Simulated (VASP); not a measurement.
Here is a VASP 6.6.1 calculation.

Contents of INCAR:

```
PREC = Accurate
ENCUT = 520
EDIFF = 1E-7
ISMEAR = -1
SIGMA = 0.05
LREAL = F
LASPH = T
NELM = 100
ALGO = Normal
ISIF = 2
LWAVE = F
LCHARG = F
```

File KPOINTS:

```
regular mesh
0
Gamma
  14 14 14
```

File POSCAR:

```
Be
1.0
    0.0000000000      1.5790500000      1.5790500000
    1.5790500000      0.0000000000      1.5790500000
    1.5790500000      1.5790500000      0.0000000000
Be
1
Direct
    0.0000000000      0.0000000000      0.0000000000
```

KPOINTS_OPT

```
path GXWKGLUWLK,UX
10
line-mode
reciprocal
 0.0000000000  0.0000000000  0.0000000000  G
 0.5000000000  0.0000000000  0.5000000000  X

 0.5000000000  0.0000000000  0.5000000000  X
 0.5000000000  0.2500000000  0.7500000000  W

 0.5000000000  0.2500000000  0.7500000000  W
 0.3750000000  0.3750000000  0.7500000000  K

 0.3750000000  0.3750000000  0.7500000000  K
 0.0000000000  0.0000000000  0.0000000000  G

 0.0000000000  0.0000000000  0.0000000000  G
 0.5000000000  0.5000000000  0.5000000000  L

 0.5000000000  0.5000000000  0.5000000000  L
 0.6250000000  0.2500000000  0.6250000000  U

 0.6250000000  0.2500000000  0.6250000000  U
 0.5000000000  0.2500000000  0.7500000000  W

 0.5000000000  0.2500000000  0.7500000000  W
 0.5000000000  0.5000000000  0.5000000000  L

 0.5000000000  0.5000000000  0.5000000000  L
 0.3750000000  0.3750000000  0.7500000000  K

 0.6250000000  0.2500000000  0.6250000000  U
 0.5000000000  0.0000000000  0.5000000000  X
```

Potentials or basis: VASP PAW LDA potentials, release 64 (Be).

Command:

```bash
$ cat potpaw_LDA.64/Be/POTCAR > POTCAR
$ mpirun -np 1 vasp_std > vasp.out
```

**Question.** Estimate the band gap along the path.

**Answer.** None (metal or under the smearing width).

**Question.** What does it give for the pressure?

**Answer.** -5.6 GPa.

Levels at the corners of the path, in eV from the Fermi level:
```tsv
point	band 1	band 2	band 3	band 4
Γ	-11.67	19.15	19.15	19.15
X	-2.64	4.01	9.43	9.43
X	-2.64	4.01	9.43	9.43
W	0.98	0.98	3.20	10.35
W	0.98	0.98	3.20	10.35
K	-0.82	0.47	6.77	11.06
K	-0.82	0.47	6.77	11.06
Γ	-11.67	19.15	19.15	19.15
Γ	-11.67	19.15	19.15	19.15
L	-5.23	0.18	16.27	16.27
L	-5.23	0.18	16.27	16.27
U	-0.82	0.47	6.77	11.06
U	-0.82	0.47	6.77	11.06
W	0.98	0.98	3.20	10.35
W	0.98	0.98	3.20	10.35
L	-5.23	0.18	16.27	16.27
L	-5.23	0.18	16.27	16.27
K	-0.82	0.47	6.77	11.06
U	-0.82	0.47	6.77	11.06
X	-2.64	4.01	9.43	9.43
```
